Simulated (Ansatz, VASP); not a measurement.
# Two plane-wave programs on K2Nb2O

INCAR

```
SYSTEM = K2Nb2O
  PREC = Accurate
  ENCUT = 520
  EDIFF = 1E-6
  ISMEAR = 0
  SIGMA = 0.1
  LREAL = .FALSE.
  LASPH = .TRUE.
  NELM = 150
  ALGO = Normal
  ISIF = 2
  LWAVE = .FALSE.
  LCHARG = .TRUE.
  ISPIN = 2
  MAGMOM = 0 0 0 0 0
  LORBIT = 11
  LMAXMIX = 4
  GGA = PE
  LELF = .TRUE.
  LVHAR = .TRUE.
  NBANDS = 37
```

The input KPOINTS:

```
regular mesh
0
G
  6 6 2
  0 0 0
```

The input POSCAR:

```
K2Nb2O
1.0
    4.2938471800      0.0000000000      0.0000000000
   -2.1469235900      3.7185807400      0.0000000000
    0.0000000000      0.0000000000      7.7133302300
K Nb O
2 2 1
Direct
    0.0000000000      0.0000000000      0.3003476500
    0.0000000000      0.0000000000      0.6996523500
    0.3333333300      0.6666666700      0.8858339700
    0.6666666700      0.3333333300      0.1141660300
    0.0000000000      0.0000000000      0.0000000000
```

Input for Ansatz:

```yaml
crystal:
  lattice:
    - [4.29384718, 0.0, 0.0]
    - [-2.14692359, 3.71858074, 0.0]
    - [0.0, 0.0, 7.71333023]
  atoms:
    - { symbol: K, position: [0.0, 0.0, 0.30034765] }
    - { symbol: K, position: [0.0, 0.0, 0.69965235] }
    - { symbol: Nb, position: [0.33333333, 0.66666667, 0.88583397] }
    - { symbol: Nb, position: [0.66666667, 0.33333333, 0.11416603] }
    - { symbol: O, position: [0.0, 0.0, 0.0] }
basis:
  ecutwfc: 420
kpoints:
  mp_grid: { grid: [6, 6, 2] }
hamiltonian:
  xc: pbe
scf:
  occupations: { method: gaussian, width: 0.1 }
  lower_state_search: "off"
output:
  forces: true
  stress: true
  eigenvalues: true
  populations: true
magnetization:
  spin_polarized: true
```

Alike in both runs: task single point; functional PBE; k mesh 6 × 6 × 2; occupations gaussian, width 0.1 eV; collinear spin.

```csv
,VASP,Ansatz
version,VASP 6.6.1,Ansatz 0.2.0
potentials or method,"VASP PAW PBE potentials, release 64 (K_sv, Nb_sv, O)","scalar-relativistic, plane waves, PAW"
plane-wave cutoff (eV),520,420
valence electrons in the cell,50,50
```

VASP gave:

- gap on the k mesh at the Fermi level (eV): none
- pressure (GPa): -0.9
- largest component of the traceless stress (GPa): 5.62
- rms of the force components (eV/Å): 2.166
- net moment per atom (μB): 0.00

Question: What did Ansatz give for the same quantities?

Answer: gap on the k mesh at the Fermi level (eV): none; pressure (GPa): -1.1; largest component of the traceless stress (GPa): 5.39; rms of the force components (eV/Å): 2.147; net moment per atom (μB): 0.00.

Atom by atom the forces differ by 0.029 eV/Å (rms over components). A gap of «none» marks a metal or a gap that the smearing closes. Ansatz warned: «no_starting_moments».

Caveats: the k mesh is coarse (spacing up to 0.41 Å⁻¹), so the values aren't converged; forces of over 1 eV/Å show positions far from the minimum, so gaps and moduli don't describe the material at rest.
